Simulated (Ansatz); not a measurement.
**WSe2: competing structures**

Level of theory: DFT PBE, scalar-relativistic, plane waves, PAW in Ansatz. Settings: cutoff 420 eV, Γ-centred meshes spaced at most about 0.3 Å⁻¹, and about 0.25 Å⁻¹ or finer for metals (2π included), Gaussian smearing. No spin polarisation.

The zero of energy is the elements' standard structures at the same level; no fitted shifts are applied.

All energies are static (0 K, no zero-point motion). Larger cells and other orderings weren't all tried, so the list isn't exhaustive. The k mesh leaves some 4 meV/atom of noise in the energy of each metallic cell. No dispersion correction is applied, so the spacing and binding between layers, chains or molecules are poorly described (P6_3/mmc, P-3m1 at 30.9 Å³/atom, P-6m2 at 32.9 Å³/atom, P-3m1 at 39.5 Å³/atom, P-6m2 at 53.0 Å³/atom and others), and this can change margins and order among such cells. These runs have no spin–orbit coupling, which can matter for W. Kohn–Sham gaps at this level usually fall short of measured ones. The reference form of Se is held partly by dispersion forces, which this level lacks.

Invented guesses and database cells were relaxed alike, and ends that match in structure were merged. ΔE counts from the first row. Coordination counts Se atoms around W (those within 1.25 times the shortest such distance or 1.15 times the sum of covalent radii; a plus sign parts nearer from farther groups). The ends were matched against large subsets of the Crystallography Open Database and the Materials Project, so a missing match doesn't prove that a structure is unreported.

```csv
#,reached from,type and space group,atoms,Å³/atom,coordination,ΔE (meV/atom),gap on mesh (eV),in databases
1,a cell as deposited in COD,"2H molybdenite, P6_3/mmc (No. 194)",6,24.3,W 6,0,1.48,COD
2,a Materials Project cell,P-3m1 (No. 164),12,30.9,W 6,0,1.51,Materials Project
3,a Materials Project cell,P-6m2 (No. 187),9,32.9,W 6,1,1.53,Materials Project
4,a Materials Project cell,P-3m1 (No. 164),6,39.5,W 6,1,1.54,Materials Project
5,a Materials Project cell,P-6m2 (No. 187),3,53.0,W 6,2,1.55,Materials Project
6,"NiO2 type (C2/m), changed on relaxing",R-3m (No. 166),3,21.9,W 6,254,0.00,no match
7,random cell,P-3m1 (No. 164),3,23.2,W 6,257,0.00,no match
8,random cell with space group Fmmm,Fmmm (No. 69),6,21.6,W 2+4,714,0.00,no match
9,random cell,P6mm (No. 183),6,22.8,W 3+3,1412,0.00,no match
10,random cell,F-43m (No. 216),3,19.9,W 4+6,1745,0.00,no match
11,cubic Laves (C15) type (Fd-3m),Fd-3m (No. 227),6,18.2,W 12,2284,0.00,no match
12,random cell,P4/mmm (No. 123),3,23.3,W 2,2293,0.00,no match
```

The first two are tied within the noise. The first: Space group P6_3/mmc (No. 194), hexagonal, a = 3.321 Å, c = 15.252 Å. W is surrounded by 6 Se at 2.55 Å; around Se lie 3 W at 2.55 Å. Its energy over the elements is −0.561 eV/atom. It is a structure that the Crystallography Open Database (COD) lists.

Space group P6_3/mmc (No. 194). a = 3.321 Å, b = 3.321 Å, c = 15.252 Å, α = 90.00°, β = 90.00°, γ = 120.00°
```csv
atom,site,symmetry,x,y,z
W,2c,-6m2,0.3333,0.6667,0.2500
Se,4f,3m.,0.3333,0.6667,0.6400
```

The second: Space group P-3m1 (No. 164), trigonal, a = 3.321 Å, c = 38.770 Å. Around W on its first site lie 6 Se at 2.55 Å; W on its second site has 6 Se at 2.55 Å; Se on its first site has 3 W at 2.55 Å; Se on its second site has 3 W at 2.55 Å; 2 more sites not described. Counting Se atoms around W, the first and the second both have W 6. Cells relaxed within their symmetry can be saddle points.
